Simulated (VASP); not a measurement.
Level of theory: RPBE GGA, VASP's PBE PAW potentials (set 64) (plane waves; VASP).

VASP ran on this input.

**INCAR**
```
ALGO = Normal
LMAXMIX = 4
ENCUT = 520   ! plane-wave cut-off (eV)
LASPH = .True.
LWAVE = .False.
NELM = 100
EDIFF = 1E-7   ! SCF stop (eV)
PREC = Accurate
LORBIT = 11
ICHARG = 11
GGA = RP   ! RPBE
LREAL = .False.   ! projection in real space or not
SYSTEM = CsI
ISMEAR = 0
SIGMA = 0.05   ! width (eV)
LCHARG = .False.
```

KPOINTS:
```
k-points along high-symmetry lines
15
Line-mode
Reciprocal
  0.000000   0.000000   0.000000 ! GAMMA
  0.000000   0.500000   0.000000 ! X

  0.000000   0.500000   0.000000 ! X
  0.500000   0.500000   0.000000 ! M

  0.500000   0.500000   0.000000 ! M
  0.000000   0.000000   0.000000 ! GAMMA

  0.000000   0.000000   0.000000 ! GAMMA
  0.500000   0.500000   0.500000 ! R

  0.500000   0.500000   0.500000 ! R
  0.000000   0.500000   0.000000 ! X

  0.500000   0.500000   0.500000 ! R
  0.500000   0.500000   0.000000 ! M
```

POSCAR:
```
CsI
1
    4.8664675126     0.0000000000     0.0000000000
    0.0000000000     4.8664675126     0.0000000000
    0.0000000000     0.0000000000     4.8664675126
Cs I
1 1
Direct
  0.0000000000   0.0000000000   0.0000000000
  0.5000000000   0.5000000000   0.5000000000
```

POTCAR, in this order: Cs_sv I (PBE.64 set). Program: vasp_std. Read from the step before: CHGCAR.

Output of the run:

### OSZICAR
```
       N       E                     dE             d eps       ncg     rms          rms(c)
DAV:   1     0.967279053547E+02    0.96728E+02   -0.59594E+03  2160   0.106E+03
DAV:   2     0.365856659303E+01   -0.93069E+02   -0.87442E+02  3172   0.164E+02
DAV:   3    -0.490779559431E+01   -0.85664E+01   -0.85369E+01  2720   0.569E+01
DAV:   4    -0.505115089552E+01   -0.14336E+00   -0.14330E+00  2624   0.905E+00
DAV:   5    -0.505341472980E+01   -0.22638E-02   -0.22636E-02  2740   0.116E+00
DAV:   6    -0.505349256289E+01   -0.77833E-04   -0.77832E-04  2940   0.188E-01
DAV:   7    -0.505349400969E+01   -0.14468E-05   -0.14468E-05  2736   0.229E-02
DAV:   8    -0.505349407272E+01   -0.63022E-07   -0.62990E-07  2376   0.407E-03
   1 F= -.50534941E+01 E0= -.50534941E+01  d E =-.191157E-12
```

OUTCAR:
```
 val. band max:       -0.0573958061   @ k =   0.5000   0.5000   0.0000

 cond. band min:       3.5758796919   @ k =   0.0000   0.0000   0.0000



 k-point     1 :       0.0000    0.0000    0.0000
  band No.  band energies     occupation
      1     -20.8056      2.00000
      2     -10.4140      2.00000
      3      -7.5394      2.00000
      4      -7.5394      2.00000
      5      -7.5394      2.00000
      6      -0.1527      2.00000
      7      -0.1527      2.00000
      8      -0.1527      2.00000
      9       3.5759      0.00000
     10       4.5167      0.00000
     11       4.5167      0.00000
     12       7.3218      0.00000

 k-point     2 :       0.0000    0.0357    0.0000
  band No.  band energies     occupation
      1     -20.8055      2.00000
      2     -10.4139      2.00000
      3      -7.5408      2.00000
      4      -7.5391      2.00000
      5      -7.5391      2.00000
      6      -0.1696      2.00000
      7      -0.1533      2.00000
      8      -0.1533      2.00000
      9       3.6001      0.00000
     10       4.5231      0.00000
     11       4.5369      0.00000
     12       7.3182      0.00000

 k-point     3 :       0.0000    0.0714    0.0000
  band No.  band energies     occupation
      1     -20.8051      2.00000
      2     -10.4136      2.00000
      3      -7.5446      2.00000
      4      -7.5381      2.00000
      5      -7.5381      2.00000
      6      -0.2184      2.00000
      7      -0.1553      2.00000
      8      -0.1553      2.00000
      9       3.6710      0.00000
     10       4.5422      0.00000
     11       4.5968      0.00000
     12       7.3071      0.00000

 k-point     4 :       0.0000    0.1071    0.0000
  band No.  band energies     occupation
      1     -20.8046      2.00000
      2     -10.4130      2.00000
      3      -7.5508      2.00000
      4      -7.5365      2.00000
      5      -7.5365      2.00000
      6      -0.2938      2.00000
      7      -0.1584      2.00000
...
```

The density is held fixed in this step, so its total energy and stress have no physical meaning. Unless said otherwise, spin-orbit coupling is left out, though it shifts the bands of the heavy elements here.

The compound is CsI in the CsCl type structure. It was relaxed first, which changed the volume by +21 %.
